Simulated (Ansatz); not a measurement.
# ZrS2 under changes of volume

One of the cells (23.763 Å³/atom); the others are scaled copies at fixed shape and fractional positions:

```xyz
3
Lattice="3.6914 0.0000 0.0000 -1.8457 3.1968 0.0000 0.0000 0.0000 6.0411" Properties=species:S:1:pos:R:3 pbc="T T T"
Zr    0.0000    0.0000    0.0000
S     0.0000    2.1312    1.4372
S     1.8457    1.0656    4.6038
```

The cell is a database's computed one.

| Property | Result |
| --- | --- |
| Program | Ansatz 0.2.0 |
| Functional | RPBE |
| Potentials or basis | Ansatz PAW |
| Cutoff | 420 eV (not typed: the program's choice for these potentials) |
| k mesh | 8 × 8 × 5 |
| Occupations | fermi-dirac, width 0.05 eV |
| Spin | no spin polarisation |

| volume (Å³/atom) | energy over the lowest point (meV/atom) | pressure (GPa) | gap on the mesh (eV) | largest force (eV/Å) |
| --- | --- | --- | --- | --- |
| 22.337 | ? | ? | ? | ? |
| 22.813 | 32.15 | 6.7 | 1.08 | 0.619 |
| 23.288 | 15.57 | 4.5 | 1.10 | 0.363 |
| 23.763 | 5.06 | 2.6 | 1.11 | 0.126 |
| 24.238 | 0.04 | 0.8 | 1.12 | 0.095 |
| 24.714 | 0.00 | -0.8 | 1.13 | 0.300 |
| 25.189 | 4.47 | -2.2 | 1.13 | 0.491 |

Question: What does the run at 22.337 Å³/atom give?

Answer: Energy over the lowest point 55.42 meV/atom; pressure 9.1 GPa; gap on the mesh 1.07 eV; largest force 0.894 eV/Å.

Worked out: A Birch-Murnaghan fit of order 3 (a polynomial in V^(-2/3)) to the other rows has its minimum at 24.48 Å³/atom with B0 = V·E''(V) = 82 GPa and B' = 4.1 at fixed shape and positions, which overstates the stiffness. It gives 55.50 meV/atom at 22.337 Å³/atom, against the run's 55.42, and -dE/dV = 9.1 GPa, against 9.1. A straight line through the other rows of the gap, of slope 0.506 eV per unit of ln V, extrapolates to 1.08 eV, against the run's 1.07.

Energies are extrapolated to zero smearing.

Caveats: odd divisions of the mesh miss points on the zone boundary, where band edges often lie, so the gap on the mesh can be too wide; this functional lacks dispersion, which binds the layers, so the pressure and a relaxed spacing across them are unreliable; the PAW data sets come from PBE, with cores solved anew for the run's functional, which leaves a small shift of forces and pressure.

A mesh can miss the band edges. Spin-orbit coupling on Zr is left out.
